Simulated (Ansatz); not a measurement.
# HfB2 (P6/mmm) in Ansatz: settings compared

Aim: see how the results for HfB2 move with the level of theory and the settings. Levels: PBE, PBE+D3(BJ)+ATM+U, revPBE-LDA. Tasks: single point, atomic charges.

Program: Ansatz 0.2.0. These are calculated values, not measurements. Logs are shortened: lines on timing, memory, paths and dates and some standing lists are left out, and cuts for length are marked.

## 1. Starting point

The structure is hexagonal, space group P6/mmm (No. 191). Conventional cell: a = 3.140 Å, b = 3.140 Å, c = 3.480 Å, α = 90.00°, β = 90.00°, γ = 120.00°. Around Hf (site symmetry 6/mmm) lie 12 B at 2.51 Å. Around B (site symmetry -6m2) lie 3 B at 1.81 Å.

## 2. Single point, PBE

Contents of input.yaml:

```yaml
crystal:
  lattice:
    - [3.14, 0.0, 0.0]
    - [-1.57, 2.7193197679, 0.0]
    - [0.0, 0.0, 3.48]
  atoms:
    - { symbol: Hf, position: [0.0, 0.0, 0.0] }
    - { symbol: B, position: [0.6666666667, 0.3333333333, 0.5] }
    - { symbol: B, position: [0.3333333333, 0.6666666667, 0.5] }
kpoints:
  mp_grid: { grid: [7, 7, 6] }
scf:
  occupations: { method: fermi_dirac, width: 0.03 }
hamiltonian:
  xc: pbe
  pseudopotentials: { kind: all_electron, lapw: { basis_error: 0.002 } }
output:
  forces: true
  stress: true
  eigenvalues: true
```

Potentials or basis: all-electron LAPW, scalar-relativistic.

Command:

```
> ansatz run input.yaml --threads 2 --pin off --max-ram 6144MiB --backend cpu --events-out ev --progress --plain --runs-dir out
```

Output:

```text
Warning: RAYON_NUM_THREADS=2 ignored (pool sized by the plan → 2); use --threads N
LAPW: plane waves up to 8.263 Å⁻¹, error target 2.0e-3 eV per atom; small_component_spin mean_spin; B in spheres of 0.906 Å, 5 of its electrons in bands, Dirac shells []; Hf in spheres of 1.409 Å, 42 of its electrons in bands, Dirac shells [] (how accurate: hamiltonian.pseudopotentials.lapw.basis_error, Limitations)
Engine: ansatz 0.2.0, x86_64-unknown-linux-gnu
Pseudopotentials: kind: all_electron
Pseudopotential: Hf, LAPW, valence charge 42, lapw/all_electron/scalar/gaussian/Hf, Koelling and Harmon's equation, gaussian nucleus
Pseudopotential: B, LAPW, valence charge 5, lapw/all_electron/scalar/gaussian/B, Koelling and Harmon's equation, gaussian nucleus
Functional definition: PBE
  parameter kappa = 0.804
  parameter beta = 0.06672455060314922
  exchange = pbe_x(kappa = kappa, mu = beta*pi^2/3)
  correlation = pbe_c(beta = beta)
Crystal: 3 atoms, lattice volume = 29.715 Å³
Basis set: ecut = 260.10729128737165 eV, 291 PW (Γ), exchange–correlation at level 2
Bands: 32, of which v1, the nominal top of the filled ones, is band 26 counted from 1 (25 counted from 0)
Symmetry: 24 space group operations
Space group: P6/mmm (ITA 191), of the structure as read, at distance tolerance 3.1e-5 Å
k-points: 32 of 294
Non-local potential: Hf, projectors of the file, none
Non-local potential: B, projectors of the file, none
Initial density: superposition of atomic densities (chi_scale 0.1, normalization cell, long waves kept (reshape's long-wave potential 0.00 eV rms))
Initial wavefunctions: plane waves of lowest kinetic energy (no species holds an atomic orbital)
Functional: x = pbe(κ = 0.804, μ = 0.2195149727645171), c = pbe(β = 0.06672455060314922)
iter 1 solved again at ethr=6.07e-3 eV; its pass at ethr=1.00e-1 eV (dr2=3.16e0 eV) is discarded
SCF iter   1: F=—  HF=-411606.943493 eV  |F-HF|=—  |Δ(HF+E_count)|=         —  Δρ=7.50e-2  dr2=3.16e0  ethr=6.07e-3  ⟨swp⟩=2.0  Hψ=6350  notcnv=0
preconditioner: auto → Resta (q_TF=auto, 2.995 Å⁻¹)  ε∞=5.5  [insulator: Δε(μ)=0.088 eV  Ē_g=17.594 eV  σ=0.030 eV  W_gap=0.57  n_scr=20 (ndim 8)  ℏωp=37.3 eV  f_vac=0.000  D(μ)=0.95/eV (n_scr^D=8)  ε∞_Penn≈5.5]
SCF iter   2: F=—  HF=-411605.819356 eV  |F-HF|=—  |Δ(HF+E_count)|=    1.12e0  Δρ=2.95e-2  dr2=4.63e-1  ethr=6.07e-3  ⟨swp⟩=3.0  Hψ=2965  notcnv=0
SCF iter   3: F=—  HF=-411605.713454 eV  |F-HF|=—  |Δ(HF+E_count)|=   1.06e-1  Δρ=1.59e-2  dr2=1.34e-1  ethr=8.90e-4  ⟨swp⟩=2.1  Hψ=3079  notcnv=0
SCF iter   4: F=—  HF=-411605.642675 eV  |F-HF|=—  |Δ(HF+E_count)|=         —  Δρ=7.24e-3  dr2=2.31e-2  ethr=2.58e-4  ⟨swp⟩=2.3  Hψ=3062  notcnv=0
the basis was enlarged: its passes take 211.6 KiB over the memory plan, 2 of 2 planned eigensolver slots
iter 5 solved again at ethr=3.12e-6 eV; its pass at ethr=4.44e-5 eV (dr2=1.62e-3 eV) is discarded
SCF iter   5: F=—  HF=-411605.639973 eV  |F-HF|=—  |Δ(HF+E_count)|=   2.70e-3  Δρ=1.90e-3  dr2=1.62e-3  ethr=3.12e-6  ⟨swp⟩=2.0  Hψ=5116  notcnv=0
SCF iter   6: F=—  HF=-411605.639915 eV  |F-HF|=—  |Δ(HF+E_count)|=   5.84e-5  Δρ=4.85e-4  dr2=9.08e-5  ethr=3.11e-6  ⟨swp⟩=2.0  Hψ=2914  notcnv=0
SCF iter   7: F=—  HF=-411605.639914 eV  |F-HF|=—  |Δ(HF+E_count)|=   1.11e-6  Δρ=6.78e-5  dr2=1.22e-6  ethr=1.75e-7  ⟨swp⟩=2.0  Hψ=2914  notcnv=0
SCF iter   8: F=-411605.639913 eV  HF=-411605.639913 eV  |F-HF|=3.00e-8  |Δ(HF+E_count)|=   1.61e-7  Δρ=1.58e-5  dr2=8.33e-8  ethr=2.35e-9  ⟨swp⟩=2.4  Hψ=2926  notcnv=0
SCF 1 converged in 8 iterations: F = -411605.639913 eV  dr2 = 8.33e-8
SCF converged after 8 iterations
Free energy (F): -411605.639913 eV
Harris-Foulkes:  -411605.639913 eV  (|F-HF|=3.00e-8)
Internal energy: -411605.638916 eV  (E = F + TS)
E sigma→0 (E₀):  -411605.639415 eV
Entropy (-TS):   -0.000998 eV (-0.333 meV/atom)
Fermi energy:    20.715757 eV
--- Per-component energies (eV) ---
  E_band       = -4387.034922
  E_kinetic    = 457827.962166
  E_xc         = -8640.439797
  E_electrostatic = -860793.161285  (all electrons and nuclei)
  E_smearing   = -0.000998  (= −TS)
  E_closure    = 0.000000  (closes the sum)
  E_atoms      = -411581.895154  (free atoms, spherical and without spin; not in F)
  Σ components = -411605.639913   (vs F -411605.639913, Δ=0.00e0)
  Basis errors (estimates in eV, not in F): energy 8.7e-4 per atom: plane waves 8.0e-4 (4.1e-4 summed), levels above the bands 2.8e-78, relativity 4.3e-8, radial functions 7.8e-5, core shells 4.4e-8; eigenvalues (radial functions only) 7.0e-6; not estimated: angular momenta, meshes, grids; target (lapw.basis_error) 2.0e-3; muffin-tin radii B 0.906 Å, Hf 1.409 Å
--- Forces (eV/Å), atoms counted from 1 ---
  atom   1  Hf    -0.00000000     0.00000000     0.00000000
  atom   2  B      0.00000000     0.00000000     0.00000000
  atom   3  B      0.00000000    -0.00000000     0.00000000
  max |Σ_I F_I| component: 2.78e-17 eV/Å
--- Stress (GPa, compression-positive) ---
        1.591255       0.000000       0.000000
        0.000000       1.591255       0.000000
        0.000000       0.000000       1.182569
  P = ⅓ Tr σ = 1.4550 GPa (14.550 kbar)
--- Band table (eV; the first three rows and the last of 32) ---
  k-point 0: bands = ["-352.4528", "-352.4246", "-352.4246", "-180.3070", "-180.3038", "-180.3038", "-180.2791", "-180.2791", "-152.6602", "-152.6495", "-40.8841", "-9.7507", "-9.2671", "-9.2671", "7.1489", "9.1445", "9.1629", "9.1763", "9.1763", "9.1785", "9.1785", "9.2727", "17.8897", "17.9833", "17.9833", "18.1552", "24.9075", "24.9075", "25.5320", "25.5320", "25.9126", "25.9126"]
  k-point 1: bands = ["-352.4528", "-352.4246", "-352.4246", "-180.3070", "-180.3038", "-180.3038", "-180.2791", "-180.2791", "-152.6602", "-152.6495", "-40.8823", "-9.8211", "-9.2620", "-9.2620", "7.5767", "9.1409", "9.1629", "9.1731", "9.1731", "9.1816", "9.1816", "9.2727", "15.8578", "18.2665", "18.2665", "20.0561", "23.0919", "23.0919", "24.6681", "24.6681", "25.9600", "28.3988"]
  k-point 2: bands = ["-352.4528", "-352.4246", "-352.4246", "-180.3070", "-180.3038", "-180.3038", "-180.2791", "-180.2791", "-152.6602", "-152.6495", "-40.8788", "-9.9583", "-9.2517", "-9.2517", "8.6549", "9.1543", "9.1625", "9.1625", "9.1627", "9.1925", "9.1925", "9.2728", "13.7399", "19.0462", "19.0462", "21.6862", "21.6862", "22.0133", "22.9630", "22.9630", "26.0041", "28.2793"]
  k-point 31: bands = ["-352.4528", "-352.4246", "-352.4246", "-180.3070", "-180.3038", "-180.3038", "-180.2791", "-180.2791", "-152.6559", "-152.6539", "-40.8243", "-9.8374", "-9.8354", "-9.6468", "9.1463", "9.1589", "9.1679", "9.1776", "9.1782", "9.1959", "9.2438", "11.1371", "12.5758", "15.4727", "17.4306", "17.7180", "25.3585", "26.5428", "27.1273", "27.8345", "28.1426", "28.9195"]
```

Wall time 4.9 s (2 threads of Intel Xeon Platinum 8375C at 2.90GHz (Ice Lake), shared host); peak memory 0.32 GiB.

What came out:

| Property | Result |
| --- | --- |
| Free energy | -411605.6399 eV |
| Pressure | 1.5 GPa |
| Band gap on the k mesh | none (metal or under the smearing width) |

Caveat: the k mesh is thin for a metal, which can move the energy by tens of meV per atom.

## 3. Single point, PBE+D3(BJ)+ATM+U (atoms moved at random)

Contents of input.yaml:

```yaml
crystal:
  lattice: { a: 3.14, b: 3.14, c: 3.48, alpha: 90.0, beta: 90.0, gamma: 119.9999999998 }
  atoms:
    - { symbol: Hf, position: [0.005814, 0.003261, -0.002922] }
    - { symbol: B, position: [0.663223, 0.325078, 0.493901] }
    - { symbol: B, position: [0.336058, 0.670341, 0.505305] }
kpoints:
  mp_grid: { grid: [10, 10, 8] }
scf:
  occupations: { method: tetrahedron }
hamiltonian:
  xc: pbe
  dispersion: d3bjatm
  pseudopotentials: { kind: all_electron, lapw: { basis_error: 0.0005 } }
  hubbard:
    sites: [{ species: Hf, l: d, u_eff: 7 }]
    double_counting: amf
    projectors: ortho-atomic
output:
  forces: true
  stress: true
  eigenvalues: true
basis:
  ecutwfc: 260
```

Potentials or basis: all-electron LAPW, scalar-relativistic.

Command:

```
> ansatz run input.yaml --threads 2 --pin off --max-ram 6144MiB --backend cpu --events-out ev --progress --plain --runs-dir out
```

Output:

```text
Warning: output.forces, output.stress, relax.cell or npt_langevin: where a Kohn–Sham band that disperses or a degenerate level is filled in part under the method tetrahedron, the forces or the stress that this run publishes need not agree with its energy (scf.occupations.method in the input reference, under Limitations); prefer a smearing scheme for the forces or the stress
Warning: RAYON_NUM_THREADS=2 ignored (pool sized by the plan → 2); use --threads N
Hf: projections on atomic orbitals take those of the free atom 1s2 2s2 2p6 3s2 3p6 3d10 4s2 4p6 4d10 4f14 5s2 5p6 5d2 6s2, of charge +0.00 (hamiltonian.pseudopotentials.projection_atoms)
B: projections on atomic orbitals take those of the free atom 1s2 2s2 2p1, of charge +0.00 (hamiltonian.pseudopotentials.projection_atoms)
[... 71 lines left out ...]
  k-point 0: bands = ["-352.4574", "-352.4148", "-352.4123", "-180.3106", "-180.3018", "-180.3007", "-180.2659", "-180.2644", "-152.6584", "-152.6479", "-40.8780", "-9.7703", "-9.2566", "-9.2436", "7.1476", "9.1393", "9.1730", "9.1765", "9.1806", "9.1848", "9.1860", "9.2901", "17.7799", "18.0268", "18.0542", "18.1852", "24.9649", "25.0503", "25.3116", "25.4536", "25.6534", "25.9423"]
  k-point 1: bands = ["-352.4574", "-352.4148", "-352.4123", "-180.3106", "-180.3018", "-180.3007", "-180.2659", "-180.2644", "-152.6585", "-152.6479", "-40.8765", "-9.8115", "-9.2536", "-9.2406", "7.3908", "9.1371", "9.1762", "9.1792", "9.1808", "9.1817", "9.1830", "9.2902", "16.4777", "17.9489", "18.1923", "19.6742", "23.4962", "23.7589", "24.8243", "24.9637", "25.9744", "27.4773"]
  k-point 2: bands = ["-352.4574", "-352.4148", "-352.4123", "-180.3106", "-180.3018", "-180.3007", "-180.2659", "-180.2644", "-152.6586", "-152.6479", "-40.8728", "-9.9096", "-9.2462", "-9.2335", "8.0624", "9.1351", "9.1738", "9.1755", "9.1803", "9.1840", "9.1872", "9.2902", "14.8183", "18.4097", "18.6734", "21.1945", "22.1929", "22.4807", "23.6556", "23.7619", "25.9961", "28.3836"]
  k-point 403: bands = ["-352.4574", "-352.4148", "-352.4123", "-180.3106", "-180.3018", "-180.3007", "-180.2659", "-180.2644", "-152.6547", "-152.6511", "-40.8257", "-9.9674", "-9.8705", "-9.3946", "9.1277", "9.1592", "9.1732", "9.1807", "9.2116", "9.2309", "9.2548", "10.5532", "13.4810", "15.9299", "16.1014", "18.1886", "24.8761", "25.1937", "26.9479", "28.1024", "28.2988", "29.1148"]
Occupation matrices written to <dir>
```

It took 93 s on 2 threads of Intel Xeon Platinum 8375C at 2.90GHz (Ice Lake), shared host; peak memory 1.2 GiB.

What came out:

```yaml
Free_energy: -411606.6317 eV
Pressure: -3.2 GPa
Largest_force: 0.521 eV/Å
Band_gap_on_the_k_mesh: none (metal or under the smearing width)
```

Forces in eV/Å, atoms in the order of the input:
```
Hf  -0.146 -0.199  0.137
B    0.081  0.512  0.055
B    0.065 -0.313 -0.192
```

Caveat: U is the effective U less J, on atomic orbitals that reach past the spheres; U without spin polarisation on a metal has little footing; pairwise dispersion overbinds metals, which lowers pressure and volume; the U is typed as a test and isn't derived for this compound; with tetrahedron occupations forces and stress needn't match the slope of the energy.

## 4. Atomic charges, revPBE-LDA, non-collinear spin, ferromagnetic start

Contents of input.yaml:

```yaml
crystal:
  lattice:
    - [3.14, 0.0, 0.0]
    - [-1.57, 2.7193197679, 0.0]
    - [0.0, 0.0, 3.48]
  atoms:
    - { symbol: Hf, position: [0.0, 0.0, 0.0], spin: 0.501, spin_axis: [0.57735, 0.57735, 0.57735] }
    - { symbol: B, position: [0.6666666667, 0.3333333333, 0.5] }
    - { symbol: B, position: [0.3333333333, 0.6666666667, 0.5] }
kpoints:
  mp_grid: { grid: [8, 8, 6] }
scf:
  occupations: { method: fermi_dirac, width: 0.025 }
hamiltonian:
  xc: { exchange: revpbe, correlation: lda }
  pseudopotentials: { kind: all_electron, lapw: { basis_error: 0.002 } }
magnetization:
  noncollinear: true
output:
  forces: true
  stress: true
  eigenvalues: true
  populations: true
```

Command:

```
> ansatz run input.yaml --threads 2 --pin off --max-ram 6144MiB --backend cpu --events-out ev --progress --plain --runs-dir out
```

It took 41 s on 2 threads of Intel Xeon Platinum 8375C at 2.90GHz (Ice Lake), shared host; peak memory 0.6 GiB.

Results (log left out):

- Free energy: -411707.0433 eV
- Pressure: 13.5 GPa
- Band gap on the k mesh: none (metal or under the smearing width)
- Net moment: 0.00 μB per cell
- Absolute moment: 0.00 μB per cell
- Loewdin charges: Hf +0.71; B -0.35 e

Stress tensor (GPa, compression positive):
```
11.90  0.00  0.00
 0.00 11.90  0.00
 0.00  0.00 16.58
```

Levels at points of the mesh, in eV from the Fermi level:
```csv
k point,band 49,band 50,band 51,band 52,band 53,band 54,band 55,band 56
"(0.00, 0.00, 0.00)",-3.05,-3.05,-2.95,-2.95,3.73,3.73,3.73,3.73
"(0.00, 0.00, -0.50)",-1.45,-1.45,0.15,0.15,0.15,0.15,0.77,0.77
"(0.00, -0.50, 0.00)",-3.63,-3.63,-2.95,-2.95,1.93,1.93,2.48,2.48
"(0.00, -0.50, -0.50)",-4.82,-4.82,-2.82,-2.82,3.91,3.91,3.95,3.95
```

Moments on the atoms (μB; x, y, z):
```
Hf  0.00 0.00 0.00
B   0.00 0.00 0.00
B   0.00 0.00 0.00
```

Caveat: the k mesh is thin for a metal, which can move the energy by tens of meV per atom; the starting moments weren't kept.

## 5. The runs side by side

```tsv
task	level	spin	U	cell	k mesh	cutoff (eV)	smearing	start of the occupations	double counting	hubbard projectors	basis error allowed	other keys	gap on the mesh (eV)	pressure (GPa)
single point	PBE	off	-	as given	7 × 7 × 6	260	fermi-dirac 0.03 eV	-	-	-	0.002 eV/atom	-	none	1.5
single point	PBE+D3(BJ)+ATM+U	off	Hf d U = 7 eV	atoms moved at random	10 × 10 × 8	260	tetrahedron	auto	amf	ortho-atomic	0.0005 eV/atom	basis.ecutwfc = 260	none	-3.2
atomic charges	revPBE-LDA	non-collinear, ferromagnetic start	-	as given	8 × 8 × 6	261	fermi-dirac 0.025 eV	-	-	-	0.002 eV/atom	-	none	13.5
```

Alike in all rows: potentials or basis all-electron LAPW, scalar-relativistic.

Caveats: the k mesh is thin for a metal, which can move the energy by tens of meV per atom (some runs); U is the effective U less J, on atomic orbitals that reach past the spheres (some runs); U without spin polarisation on a metal has little footing (some runs); pairwise dispersion overbinds metals, which lowers pressure and volume (some runs); the U is typed as a test and isn't derived for this compound (some runs); with tetrahedron occupations forces and stress needn't match the slope of the energy (some runs); the starting moments weren't kept (some runs).

Compare energies only between runs with the same functional and basis.
